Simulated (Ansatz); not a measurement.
Runs of Ansatz 0.2.0 on SnO. Symmetry: P4/nmm, No. 129, tetragonal system. Conventional cell: a = 3.814 Å, b = 3.814 Å, c = 4.887 Å, α = 90.00°, β = 90.00°, γ = 90.00°. Sn (site symmetry 4mm) is surrounded by 4 O at 2.23 Å. O (site symmetry -4m2) is surrounded by 4 Sn at 2.23 Å. The cell is a database's computed one.

```csv
task,level,potentials or basis,cell,k mesh,cutoff (eV),smearing,mesh quality,gap on the mesh (eV),pressure (GPa),V0 of scaled cells (Å³/atom),relaxed volume (Å³/atom),B0 (GPa)
relaxation of cell and atoms,PBEsol,Ansatz PAW,relaxed,7 × 7 × 6,420,fermi-dirac 0.05 eV,not flagged,0.15,0.0,-,(a),-
equation of state,m-r2SCAN,Ansatz PAW,as given,7 × 7 × 6,500,fermi-dirac 0.05 eV,not flagged,-,-,(b),-,98
single point,PBE,Ansatz PAW,as given,3 × 3 × 3,420,fermi-dirac 0.05 eV,coarse,1.12,3.4,-,-,-
phonons,LDA,Ansatz PAW,as given,6 × 6 × 5,420,fixed,not flagged,0.22,-,-,-,-
relaxation of cell and atoms,HSE03,Ansatz PAW,relaxed,4 × 4 × 3,420,fermi-dirac 0.05 eV,coarse,0.64,0.0,-,18.20,-
equation of state,PBE,PseudoDojo stringent,as given,7 × 7 × 6,1388,fermi-dirac 0.05 eV,not flagged,-,-,18.48,-,84
equation of state,PBE,Ansatz PAW accurate,as given,7 × 7 × 6,900,fermi-dirac 0.05 eV,not flagged,-,-,18.47,-,84
relaxation of cell and atoms,RPBE+D4,Ansatz PAW,relaxed,7 × 7 × 6,420,fermi-dirac 0.05 eV,not flagged,-,0.0,-,17.25,-
```

Alike in all rows: no spin polarisation.

Fill in the values left out.

(a) 17.21; (b) 17.69.

Caveats: some runs use coarse meshes; odd divisions of the mesh miss points on the zone boundary, where band edges often lie, so the gap on the mesh can be too wide (some runs); spin-orbit coupling is left out, which moves the levels of the heavy elements (some runs); the PAW data sets come from PBE, with cores solved anew for the run's functional, which leaves a small shift of forces and pressure (some runs); the plane-wave basis is chosen anew once the cell has moved, so the energies of steps on either side of that aren't comparable (some runs); the cell was scaled at fixed shape and fractional positions, which overstates the stiffness of a crystal with free parameters, most of all of layers and chains (some runs); the PAW data sets were made with another functional, which shifts forces and pressure a little (some runs); the gap is small at this level, which inflates the dielectric constant (some runs).

A k mesh can miss the band edges, and the runs leave out spin-orbit coupling on Sn.
